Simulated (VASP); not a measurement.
Here is a VASP 6.6.1 calculation.

File run.py:

```python
from ase.calculators.vasp import Vasp
from ase.eos import EquationOfState
from ase.io import Trajectory
from ase.io import read
from ase.units import GPa

atoms = read('POSCAR')
calc = Vasp(
    directory='calc',
    xc='pbe',
    pp='PBE',
    setups='minimal',
    prec='Accurate',
    encut=500,
    ediff=1e-07,
    ismear=-5,
    sigma=0.05,
    lreal=False,
    lasph=True,
    nelm=80,
    algo='Normal',
    isif=2,
    lwave=False,
    lcharg=False,
    lmaxmix=4,
    ldautype=2,
    ldauprint=1,
    ivdw=11,
    ldau_luj={'Sc': {'L': 2, 'U': 1, 'J': 0}},
    kpts=[10, 10, 10],
    gamma=True,
)
atoms.calc = calc
cell = atoms.cell.copy()
volumes, energies = [], []
traj = Trajectory('eos.traj', 'w')
for x in [0.94, 0.96, 0.98, 1.0, 1.02, 1.04, 1.06]:
    atoms.set_cell(cell * x ** (1 / 3), scale_atoms=True)
    volumes.append(atoms.get_volume())
    energies.append(atoms.get_potential_energy())
    traj.write(atoms)
    print(f'{x:5.2f} {volumes[-1]:12.5f} {energies[-1]:14.6f}')

v0, e0, B = EquationOfState(volumes, energies, eos='vinet').fit()
print(f'V0 = {v0:.4f} A^3, E0 = {e0:.6f} eV, B = {B / GPa:.2f} GPa')
```

The input POSCAR:

```
Sc
1.0
   -1.9172054859      1.9172054859      1.7176030000
    1.9172054859     -1.9172054859      1.7176030000
    1.9172054859      1.9172054859     -1.7176030000
Sc
1
Direct
    0.0000000000      0.0000000000      0.0000000000
```

Potentials or basis: VASP PAW PBE potentials, release 64 (Sc_sv).

The run is started by

```console
$ python run.py
```

Predict the bulk modulus at fixed shape and positions.

52 GPa.

What does it give for the equilibrium volume?

24.84 Å³/atom.

Predict the pressure derivative of the bulk modulus.

3.1.

Energy against volume, from the lowest point:
```
volume (Å³/atom)  energy (meV/atom)
          23.738               8.38
          24.243               2.34
          24.748               0.00
          25.253               1.05
          25.758               5.30
          26.264              12.39
          26.769              22.14
```

Caveat: the cell was scaled at fixed shape and fractional positions, which overstates the stiffness of a crystal with free parameters, most of all of layers and chains; the U is typed as a test and isn't derived for this compound.
